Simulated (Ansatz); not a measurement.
# Dielectric response of SrO (110) films

How well do thin rocksalt SrO (110) films screen a perpendicular field?

Main program and level: Ansatz 0.2.0; plane-wave DFT, PBEsol, Ansatz PAW.

## Step 1: Set-up

The cell holds 10 atoms: 5 Sr and 5 O. Its edges and angles: a = 3.649 Å, b = 5.160 Å, c = 25.297 Å, α = 90.0°, β = 90.0°, γ = 90.0°. It derives from SrO (rocksalt SrO). Vacuum lies along c.

## Step 2: Relaxing the film, 10 atoms, units 5

The structure is relaxed first, because levels and dipoles at a surface follow the positions of the outer atoms.

File input.yaml:

```yaml
crystal:
  lattice:
    - [3.64867099, 0.0, 0.0]
    - [0.0, 5.16, 0.0]
    - [0.0, 0.0, 25.2973419818]
  atoms:
    - { symbol: Sr, position: [0.5, 0.5, 0.3557686023] }
    - { symbol: O, position: [0.5, 0.0, 0.3557686023] }
    - { symbol: Sr, position: [0.0, 0.0, 0.4278843012] }
    - { symbol: O, position: [0.0, 0.5, 0.4278843012] }
    - { symbol: Sr, position: [0.5, 0.5, 0.5] }
    - { symbol: O, position: [0.5, 0.0, 0.5] }
    - { symbol: Sr, position: [0.0, 0.0, 0.5721156988] }
    - { symbol: O, position: [0.0, 0.5, 0.5721156988] }
    - { symbol: Sr, position: [0.5, 0.5, 0.6442313977] }
    - { symbol: O, position: [0.5, 0.0, 0.6442313977] }
kpoints:
  mp_grid: { grid: [8, 6, 1] }
hamiltonian:
  xc: pbesol
scf:
  occupations: { method: fixed }
  convergence: { dr2_threshold: 1.0e-09 }
efield:
  axis: 3
  dipole_correction: true
  ramp_position: 0.97
  ramp_width: 0.06
relax:
  f_tol: 0.003
  max_steps: 100
output:
  write_potential: true
  write_density: true
  volumetric_format: npy
```

The run is started by

```console
ansatz run input.yaml --threads 4 --pin off --max-ram 12288MiB --backend cpu --events-out ev --progress --plain --runs-dir out
```

Numbers of over 12 decimals in the logs are rounded to 6 here.

What it wrote:

```text
Engine: ansatz 0.2.0, aarch64-unknown-linux-gnu
Pseudopotentials: kind: paw
Pseudopotential: Sr, paw, valence charge 10, recommended cutoff 420 eV (normal), Sr.paw.azcp
Pseudopotential: O, paw, valence charge 6, recommended cutoff 420 eV (normal), O.paw.azcp
Functional definition: PBEsol
  exchange = pbesol_x
  correlation = pbesol_c
Crystal: 10 atoms, lattice volume = 476.277 Å³
Basis set: ecut = 420 eV, 9317 PW (Γ), exchange–correlation on 50×72×360 points (8 copies of the dense FFT grid, shifted against one another)
Bands: 50, of which v1, the nominal top of the filled ones, is band 40 counted from 1 (39 counted from 0)
Symmetry: 4 space group operations
k-points: 20 of 48
Non-local potential: Sr, projectors of the file, l = 0: 3, l = 1: 2, l = 2: 2
Non-local potential: O, projectors of the file, l = 0: 2, l = 1: 2, l = 2: 1
PAW form: soft (Blöchl's): semilocal exchange-correlation on the pseudo side does not see the compensation charge
PAW frozen core: Sr, regenerated for the run's functional, and the local potential with it (the file was generated under x = pbe(κ = 0.804, μ = 0.219515), c = pbe(β = 0.066725))
PAW frozen core: O, regenerated for the run's functional, and the local potential with it (the file was generated under x = pbe(κ = 0.804, μ = 0.219515), c = pbe(β = 0.066725))
PAW one-centre angular grid: Sr, 110 points (default); XC on 64 Gauss nodes
PAW one-centre angular grid: O, 110 points (default); XC on 64 Gauss nodes
Initial density: superposition of atomic densities (neutral atoms: chi_scale 0, normalization atom), corrected by the library's trained network
Initial wavefunctions: pseudopotential atomic-orbital guess
Functional: x = pbesol(κ = 0.804, μ = 0.123457), c = pbesol(β = 0.046)
SCF iter   1: F=—  HF=-20277.160558 eV  |F-HF|=—  |Δ(HF+E_count)|=         —  Δρ=7.98e-3  dr2=3.03e-1  ethr=1.77e-3  p=0.000 e·Å  D=5.37e-14 V/Å  ΔV_dip=-0.00 eV  dr2_dipole=6.81e-10  V_vac-E_F(+/−)=3.11/3.11 eV  ⟨swp⟩=6.7  Hψ=5213  notcnv=0  defer=160
efield: sawtooth ramp at fractional position 0.9700 (set: `efield.ramp_position`, or a place that a band, a saddle search or an elastic batch's reference lends), width 0.0600; the density the first Hamiltonian is built on has a dipole p = 0.000 e·Å; the dipole correction subtracts the counter field D = 5.37e-14 V/Å, which shifts the + side's vacuum level by -0.00 eV against the − side's; the planar-averaged density in the ramp window peaks in size at 4.5e-6 e/Å³
preconditioner: auto → Resta (q_TF=auto, 2.027 Å⁻¹)  ε∞=2.1  [insulator: Δε(μ)=1.365 eV  Ē_g=13.597 eV  n_scr=60 (ndim 8)  ℏωp=14.2 eV  f_vac=0.586  ε∞_Penn≈2.1  vacuum switching on, ρ_ref=1.3e-2 e/Å³]
SCF iter   2: F=—  HF=-20277.127158 eV  |F-HF|=—  |Δ(HF+E_count)|=   3.34e-2  Δρ=5.41e-3  dr2=1.21e-1  ethr=3.78e-4  p=0.000 e·Å  D=5.42e-6 V/Å  ΔV_dip=-0.00 eV  dr2_dipole=8.63e-10  V_vac-E_F(+/−)=3.41/3.41 eV  ⟨swp⟩=3.2  Hψ=1980  notcnv=0  defer=160
density mixer auto → msr1: gapped (density of states about μ 0.08 of a free-electron gas's, 60 screened modes)
SCF iter   3: F=—  HF=-20277.101470 eV  |F-HF|=—  |Δ(HF+E_count)|=   2.57e-2  Δρ=6.47e-4  dr2=1.92e-3  ethr=1.51e-4  p=0.000 e·Å  D=1.99e-6 V/Å  ΔV_dip=-0.00 eV  dr2_dipole=6.96e-11  V_vac-E_F(+/−)=3.25/3.25 eV  ⟨swp⟩=2.4  Hψ=1350  notcnv=0  defer=159
SCF iter   4: F=—  HF=-20277.102679 eV  |F-HF|=—  |Δ(HF+E_count)|=   1.21e-3  Δρ=6.64e-4  dr2=2.28e-3  ethr=2.40e-6  p=-0.000 e·Å  D=-1.37e-6 V/Å  ΔV_dip=0.00 eV  dr2_dipole=3.92e-13  V_vac-E_F(+/−)=3.23/3.23 eV  ⟨swp⟩=3.4  Hψ=1755  notcnv=0  defer=160
SCF iter   5: F=—  HF=-20277.102323 eV  |F-HF|=—  |Δ(HF+E_count)|=   3.56e-4  Δρ=1.08e-4  dr2=5.17e-5  ethr=2.40e-6  p=-0.000 e·Å  D=-1.66e-6 V/Å  ΔV_dip=0.00 eV  dr2_dipole=9.29e-11  V_vac-E_F(+/−)=3.20/3.20 eV  ⟨swp⟩=2.2  Hψ=1317  notcnv=0  defer=160
SCF iter   6: F=—  HF=-20277.102298 eV  |F-HF|=—  |Δ(HF+E_count)|=   2.56e-5  Δρ=3.93e-5  dr2=4.26e-6  ethr=6.46e-8  p=0.000 e·Å  D=3.15e-7 V/Å  ΔV_dip=-0.00 eV  dr2_dipole=1.76e-13  V_vac-E_F(+/−)=3.20/3.20 eV  ⟨swp⟩=2.1  Hψ=1549  notcnv=0  defer=156
SCF iter   7: F=—  HF=-20277.102078 eV  |F-HF|=—  |Δ(HF+E_count)|=   2.20e-4  Δρ=2.22e-5  dr2=2.55e-6  ethr=5.32e-9  p=0.000 e·Å  D=1.89e-7 V/Å  ΔV_dip=-0.00 eV  dr2_dipole=8.50e-14  V_vac-E_F(+/−)=3.20/3.20 eV  ⟨swp⟩=2.1  Hψ=1671  notcnv=0  defer=153
SCF iter   8: F=—  HF=-20277.102078 eV  |F-HF|=—  |Δ(HF+E_count)|=   2.23e-7  Δρ=1.06e-5  dr2=5.19e-7  ethr=3.18e-9  p=0.000 e·Å  D=1.45e-7 V/Å  ΔV_dip=-0.00 eV  dr2_dipole=3.14e-13  V_vac-E_F(+/−)=3.20/3.20 eV  ⟨swp⟩=2.0  Hψ=1577  notcnv=0  defer=153
SCF iter   9: F=—  HF=-20277.102077 eV  |F-HF|=—  |Δ(HF+E_count)|=   2.83e-8  Δρ=2.09e-6  dr2=1.53e-8  ethr=6.48e-10  p=0.000 e·Å  D=2.17e-8 V/Å  ΔV_dip=-0.00 eV  dr2_dipole=7.87e-15  V_vac-E_F(+/−)=3.20/3.20 eV  ⟨swp⟩=2.0  Hψ=1221  notcnv=0  defer=153
SCF iter  10: F=-20277.102078 eV  HF=-20277.102078 eV  |F-HF|=3.27e-11  |Δ(HF+E_count)|=   1.89e-8  Δρ=3.59e-7  dr2=6.09e-10  ethr=1.25e-12  p=0.000 e·Å  D=4.04e-9 V/Å  ΔV_dip=-0.00 eV  dr2_dipole=3.06e-15  V_vac-E_F(+/−)=3.20/3.20 eV  ⟨swp⟩=8.4  Hψ=7508  notcnv=0
SCF 1 converged in 10 iterations: F = -20277.102078 eV  dr2 = 6.09e-10
  greatest PAW one-centre occupation: 0.987 electrons in one spin orbital (limit 2), on the Sr atom at site 2 (counted from 0), in its partial waves of l = 0
relax step   1: F+E_penalty+E_count = -20277.10207751 eV  Δ(F+E_penalty+E_count) = +0.000e0 eV  max|allowed force component| = 9.808e-1 eV/Å  Δτ_max = 0.0000 Å  (10 SCF iters, accepted)
Initial density: handed on by an earlier stage of this run
Initial wavefunctions: those handed on with the density
iter 1 solved again at ethr=1.12e-3 eV; its pass at ethr=3.10e-3 eV (dr2=8.99e-1 eV) is discarded
SCF iter   1: F=—  HF=-20277.812078 eV  |F-HF|=—  |Δ(HF+E_count)|=         —  Δρ=9.22e-3  dr2=9.00e-1  ethr=1.12e-3  p=0.000 e·Å  D=4.04e-9 V/Å  ΔV_dip=-0.00 eV  dr2_dipole=4.56e-12  V_vac-E_F(+/−)=3.63/3.63 eV  ⟨swp⟩=1.1  Hψ=4616  notcnv=0  defer=139
efield: sawtooth ramp at fractional position 0.9700 (set: `efield.ramp_position`, or a place that a band, a saddle search or an elastic batch's reference lends), width 0.0600; the density the first Hamiltonian is built on has a dipole p = 0.000 e·Å; the dipole correction subtracts the counter field D = 4.04e-9 V/Å, which shifts the + side's vacuum level by -0.00 eV against the − side's; the planar-averaged density in the ramp window peaks in size at 9.4e-7 e/Å³
[...]
relax step   4: F+E_penalty+E_count = -20277.54263027 eV  Δ(F+E_penalty+E_count) = -2.846e-2 eV  max|allowed force component| = 5.943e-2 eV/Å  Δτ_max = 0.0682 Å  (11 SCF iters, accepted)
[...]
relax step   5: F+E_penalty+E_count = -20277.54121882 eV  Δ(F+E_penalty+E_count) = +1.411e-3 eV  max|allowed force component| = 1.133e-1 eV/Å  Δτ_max = 0.0311 Å  (10 SCF iters, rejected (line search))
[...]
relax step   6: F+E_penalty+E_count = -20277.54340969 eV  Δ(F+E_penalty+E_count) = -7.794e-4 eV  max|allowed force component| = 3.873e-3 eV/Å  Δτ_max = 0.0124 Å  (9 SCF iters, accepted)
SCF iter   1: F=—  HF=-20277.543657 eV  |F-HF|=—  |Δ(HF+E_count)|=         —  Δρ=2.72e-5  dr2=5.83e-6  ethr=5.53e-8  p=-0.000 e·Å  D=-5.07e-9 V/Å  ΔV_dip=0.00 eV  dr2_dipole=6.53e-15  V_vac-E_F(+/−)=3.11/3.11 eV  ⟨swp⟩=4.0  Hψ=2427  notcnv=0  defer=151
efield: sawtooth ramp at fractional position 0.9700 (set: `efield.ramp_position`, or a place that a band, a saddle search or an elastic batch's reference lends), width 0.0600; the density the first Hamiltonian is built on has a dipole p = -0.000 e·Å; the dipole correction subtracts the counter field D = -5.07e-9 V/Å, which shifts the + side's vacuum level by +0.00 eV against the − side's; the planar-averaged density in the ramp window peaks in size at 1.3e-6 e/Å³
preconditioner: auto → Resta (q_TF=auto, 2.027 Å⁻¹)  ε∞=2.1  [insulator: Δε(μ)=1.701 eV  Ē_g=13.445 eV  n_scr=60 (ndim 8)  ℏωp=14.2 eV  f_vac=0.600  ε∞_Penn≈2.1  vacuum switching on, ρ_ref=1.3e-2 e/Å³]
SCF iter   2: F=—  HF=-20277.543413 eV  |F-HF|=—  |Δ(HF+E_count)|=   2.44e-4  Δρ=1.29e-5  dr2=9.67e-7  ethr=7.28e-9  p=-0.000 e·Å  D=-2.30e-8 V/Å  ΔV_dip=0.00 eV  dr2_dipole=2.48e-15  V_vac-E_F(+/−)=3.11/3.11 eV  ⟨swp⟩=2.0  Hψ=1477  notcnv=0  defer=72  κ⁻¹=1.0e0(r=1)
density mixer auto → broyden: gapped, where msr1 would fit the directions that read negative (density of states about μ 0.09 of a free-electron gas's, 60 screened modes)
SCF iter   3: F=—  HF=-20277.543413 eV  |F-HF|=—  |Δ(HF+E_count)|=   1.32e-7  Δρ=8.55e-6  dr2=3.31e-7  ethr=1.21e-9  p=-0.000 e·Å  D=-1.02e-8 V/Å  ΔV_dip=0.00 eV  dr2_dipole=1.61e-18  V_vac-E_F(+/−)=3.11/3.11 eV  ⟨swp⟩=2.0  Hψ=1402  notcnv=0  defer=73  κ⁻¹=2.4e-1(r=2)
SCF iter   4: F=—  HF=-20277.543413 eV  |F-HF|=—  |Δ(HF+E_count)|=   4.05e-8  Δρ=2.36e-6  dr2=2.67e-8  ethr=4.14e-10  p=-0.000 e·Å  D=-7.70e-9 V/Å  ΔV_dip=0.00 eV  dr2_dipole=6.65e-15  V_vac-E_F(+/−)=3.11/3.11 eV  ⟨swp⟩=2.0  Hψ=1282  notcnv=0  defer=73  κ⁻¹=1.2e-2(r=3)
SCF iter   5: F=—  HF=-20277.543413 eV  |F-HF|=—  |Δ(HF+E_count)|=   5.40e-9  Δρ=9.24e-7  dr2=4.56e-9  ethr=3.34e-11  p=-0.000 e·Å  D=-3.06e-8 V/Å  ΔV_dip=0.00 eV  dr2_dipole=4.81e-15  V_vac-E_F(+/−)=3.11/3.11 eV  ⟨swp⟩=2.0  Hψ=1429  notcnv=0  defer=73  κ⁻¹=2.2e-3(r=4)
SCF iter   6: F=—  HF=-20277.543413 eV  |F-HF|=—  |Δ(HF+E_count)|=  9.06e-10  Δρ=4.76e-7  dr2=1.02e-9  ethr=1.25e-12  p=-0.000 e·Å  D=-1.90e-8 V/Å  ΔV_dip=0.00 eV  dr2_dipole=4.34e-15  V_vac-E_F(+/−)=3.11/3.11 eV  ⟨swp⟩=8.8  Hψ=6478  notcnv=0  κ⁻¹=5.8e-4(r=5)
SCF iter   7: F=-20277.543413 eV  HF=-20277.543413 eV  |F-HF|=5.46e-11  |Δ(HF+E_count)|=  2.11e-10  Δρ=1.21e-7  dr2=5.79e-11  ethr=1.25e-12  p=-0.000 e·Å  D=-1.33e-9 V/Å  ΔV_dip=0.00 eV  dr2_dipole=5.13e-16  V_vac-E_F(+/−)=3.11/3.11 eV  ⟨swp⟩=8.0  Hψ=5884  notcnv=0
SCF 7 converged in 7 iterations: F = -20277.543413 eV  dr2 = 5.79e-11
relax step   7: F+E_penalty+E_count = -20277.54341305 eV  Δ(F+E_penalty+E_count) = -3.368e-6 eV  max|allowed force component| = 1.226e-4 eV/Å  Δτ_max = 0.0006 Å  (7 SCF iters, accepted)
NSCF: frozen V_eff on 20 k-points
the band table was solved once a step of the walk had ended and its energy, with any forces and stress, was formed, with the checks that follow a solve (6213 applications of the Hamiltonian). They found nothing against the state; the energy, forces and stress were not computed again (output.eigenvalues in the input reference)
WARN: The output density's exchange-correlation potential varies sharply where the density is thin. Do not read a vacuum level from v_tot or v_xc, or from such a field of the output density. On a cell that repeats whose density bears no net charge and no dipole along the vacuum's axis use v_es (v_loc + v_h of the components); under efield.dipole_correction with no amplitude use v_es + v_field, which holds any externa [...]
SCF converged after 7 iterations
Stability not checked: this state was not tested for a lower state beside it, because the mixer in use, unlike msr1, does not test its closes by its own steps (another_mixer; see scf.mixing.algorithm and scf.lower_state_search)
Free energy (F): -20277.543413 eV
Harris-Foulkes:  -20277.543413 eV  (|F-HF|=5.46e-11)
Internal energy: -20277.543413 eV  (E = F + TS)
E sigma→0 (E₀):  -20277.543413 eV
Fermi energy:    1.058471 eV
Dipole field:    D = -0.000000 V/Å  (p = -0.000000 e·Å, saw-weighted, corrected)
Work function:   Φ+ = 3.1063 eV   Φ− = 3.1063 eV
Levels:          The Fermi level and band energies are counted from a zero that moves with the ramp; work functions are not
--- Per-component energies (eV) ---
  E_band       = -901.765907
  E_kinetic    = 2105.385310
  E_local      = -59930.641100  (includes V_loc(G=0)·N_el)
  E_nonlocal   = 1258.238514
  E_hartree    = 28666.589722
  E_xc         = -1229.746778
  E_vxc        = -1284.476138  (∫ρ·V_xc dr)
  E_paw        = -13981.616148  (= ΣΔE_a)
  E_vpaw       = -383.463250  (= ΣTr[D̂ρ^β])
  E_aug_tail   = 0.011976  (compensation charges beyond the density's cutoff)
  E_efield     = 0.000000  (sawtooth field / dipole correction)
  E_vefield    = 0.000000  (∫n·V_field dr)
  E_ewald      = 22833.386915
  E_core_change = 0.848177  (= ΣΔE_core)
  E_smearing   = -0.000000  (= −TS)
  E_closure    = 0.000000  (closes the sum)
  Σ components = -20277.543413   (vs F -20277.543413, Δ=0.00e0)
--- Forces (eV/Å), atoms counted from 1 ---
  atom   1  Sr     0.00000000    -0.00000000    -0.00011832
  atom   2  O      0.00000000    -0.00000000    -0.00009842
  atom   3  Sr     0.00000000     0.00000000     0.00000546
  atom   4  O      0.00000000     0.00000000     0.00012264
  atom   5  Sr     0.00000000     0.00000000     0.00000003
  atom   6  O      0.00000000    -0.00000000    -0.00000002
  atom   7  Sr     0.00000000    -0.00000000    -0.00000562
  atom   8  O      0.00000000    -0.00000000    -0.00012261
  atom   9  Sr     0.00000000     0.00000000     0.00011844
  atom  10  O      0.00000000     0.00000000     0.00009846
  max |Σ_I F_I| component: 6.18e-8 eV/Å
--- Band table (eV; the first three rows and the last of 20) ---
  k-point 0: bands = [... 36 lower, 0.6545, 0.7344, 0.7617, 1.0585, 2.7602, 2.9766, 3.7001, 4.1899, ... 6 higher]
  k-point 1: bands = [... 36 lower, 0.3217, 0.7296, 0.7313, 1.0278, 2.9305, 3.1038, 3.7952, 4.3466, ... 6 higher]
  k-point 2: bands = [... 36 lower, 0.1056, 0.6725, 0.6768, 0.9693, 3.2763, 3.4074, 3.9904, 4.7717, ... 6 higher]
  k-point 19: bands = [... 36 lower, 0.2300, 0.4924, 0.6504, 0.6895, 4.8105, 4.8169, 5.8371, 5.9982, ... 6 higher]
--- Relaxed structure (7 steps of the walk, 5 accepted, 0 SCFs on fresh bases) ---
  F+E_penalty+E_count = -20277.54341305 eV   max|allowed force component| = 1.226e-4 eV/Å
  atoms:
    - { symbol: Sr, position: [0.5, 0.500000, 0.361513] }
    - { symbol: O, position: [0.5, 2.489603830450374e-18, 0.364917] }
    - { symbol: Sr, position: [0.0, -3.8642406337838826e-19, 0.426464] }
    - { symbol: O, position: [0.0, 0.500000, 0.424837] }
    - { symbol: Sr, position: [0.5, 0.500000, 0.500000] }
    - { symbol: O, position: [0.5, 0, 0.500000] }
    - { symbol: Sr, position: [0.0, 3.8642434702457734e-19, 0.573536] }
    - { symbol: O, position: [0.0, 0.500000, 0.575163] }
    - { symbol: Sr, position: [0.5, 0.500000, 0.638487] }
    - { symbol: O, position: [0.5, -2.4896036910661746e-18, 0.635083] }
```

It took 84 s on 4 threads of Arm Neoverse V1, shared host; peak memory 1 GiB.

Relaxation path:

```csv
step,energy less that of the first step (eV),largest force component (eV/Å)
1,0.0000,0.9808
2,-0.4121,0.5114
3,-0.3243,0.7992
4,-0.4406,0.0594
5,-0.4391,0.1133
6,-0.4413,0.0039
7,-0.4413,0.0001
```

Relaxation steps 3, 5 were tried and not accepted.

Forces are held to the 4 operations that the run works with; a distortion that breaks them can't arise in this run.

The atoms that moved most (Å):

```
atom     dx     dy      dz  length
  O2  0.000  0.000   0.231   0.231
 O10  0.000  0.000  -0.231   0.231
 Sr9  0.000  0.000  -0.145   0.145
 Sr1  0.000  0.000   0.145   0.145
  O4  0.000  0.000  -0.077   0.077
  O8  0.000  0.000   0.077   0.077
 Sr7  0.000  0.000   0.036   0.036
 Sr3  0.000  0.000  -0.036   0.036
```

This step gave:

- gap on the k-mesh: 1.702 eV
- dipole along the normal: -5.55e-8 e·Å
- ionisation energy, upper face: 3.106 eV
- electron affinity, upper face: 1.405 eV

Running mean over 1.824 Å of the planar mean; the ramp of the sawtooth is left out. Table of electron's electrostatic potential energy less the highest filled level by z:

z (Å), electron's electrostatic potential energy less the highest filled level (eV) and a bar from the least value:
```
      3.5       3.11 ##############################
      4.0       3.11 ##############################
      4.5       3.11 ##############################
      5.0       3.10 ##############################
      5.5       3.10 ##############################
      6.0       3.09 ##############################
      6.5       3.05 ##############################
      7.0       2.94 ##############################
      7.5       2.49 ############################
      8.0       0.39 #######################
      8.5      -3.58 ############
      9.0      -5.86 ######
      9.5      -7.01 ##
     10.0      -7.88 
     10.5      -6.94 ###
     11.0      -6.25 ####
     11.5      -5.95 #####
     12.0      -6.03 #####
     12.5      -6.29 ####
     13.0      -6.21 #####
     13.5      -5.94 #####
     14.0      -6.05 #####
     14.5      -6.40 ####
     15.0      -7.46 #
     15.5      -7.73 
     16.0      -6.46 ####
     16.5      -5.24 #######
     17.0      -1.99 ################
     17.5       1.57 ##########################
     18.0       2.76 #############################
     18.5       3.00 ##############################
     19.0       3.07 ##############################
     19.5       3.09 ##############################
     20.0       3.10 ##############################
     20.5       3.10 ##############################
     21.0       3.11 ##############################
     21.5       3.11 ##############################
     22.0       3.11 ##############################
```

The relaxation took 7 steps and lowered the energy by 0.44 eV; the largest force on the free atoms ends at 1.2e-4 eV/Å.

The gap is 1.70 eV, with the valence edge 3.11 eV and the conduction edge 1.40 eV under the upper vacuum level.

(Continued in part 2 of 4.)

[Logs are printed without paths, hosts, clocks, repeated set-up lines and the standing remarks that a program may print on its own settings, such as how far it seeks lower states.]

[Hosts, paths, dates, database ids (printed as entryN), source tags and the programs' standing remarks are cut or masked in the printed files.]

[Maps of the electrostatic potential energy from Ansatz leave out the sawtooth potential of an applied field or a dipole correction, so their vacuum need not be flat; planar profiles and work functions include it.]
